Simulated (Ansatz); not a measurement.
# All-electron card of Li$_{2}$O

```yaml
crystal:
  lattice:
    - [0.00000, 2.30950, 2.30950]
    - [2.30950, 0.00000, 2.30950]
    - [2.30950, 2.30950, 0.00000]
  atoms:
    - { symbol: Li, position: [0.25000, 0.25000, 0.25000] }
    - { symbol: Li, position: [0.75000, 0.75000, 0.75000] }
    - { symbol: O, position: [0.00000, 0.00000, 0.00000] }
```

Atom numbers follow the list: Li1, Li2, O3.

The cell is COD entry 1011372, as deposited and not checked against the literature; nothing was relaxed.

Levels of theory: DFT, PBEsol, all-electron LAPW, scalar-relativistic (Ansatz 0.2.0); DFT, PBEsol, PAW with Ansatz's default frozen-core files, scalar-relativistic (Ansatz 0.2.0).

For LAPW: a Γ-centred 9×9×9 k mesh, Fermi–Dirac smearing of 0.03 eV, basis error target 0.5 meV/atom, no spin polarisation. PAW takes a cutoff of 420 eV at this cell (files made with PBE, cores remade for this functional). The Ansatz runs share mesh, smearing and spin set-up. Values come from LAPW unless marked.

```json
{
  "Löwdin charges (with 0.16 e of the cell spilling out of the atomic basis, so their sizes and signs hang on that basis)": "Li1 0.72, O3 -1.27 e",
  "Volume per atom": "8.21 Å³"
}
```

Q: Pressure at this cell: what does the calculation give?

A: -2.13 GPa.

Q: Smallest direct gap on the path: what does the calculation give?

A: 5.16 eV.

Q: Predict this quantity. Bader charges (from the PAW run).

A: Li1 +0.85, O3 -1.70 e.

Q: Band gap: what does the calculation give?

A: 4.83 eV, indirect from Γ to X (0.5, 0, 0.5).
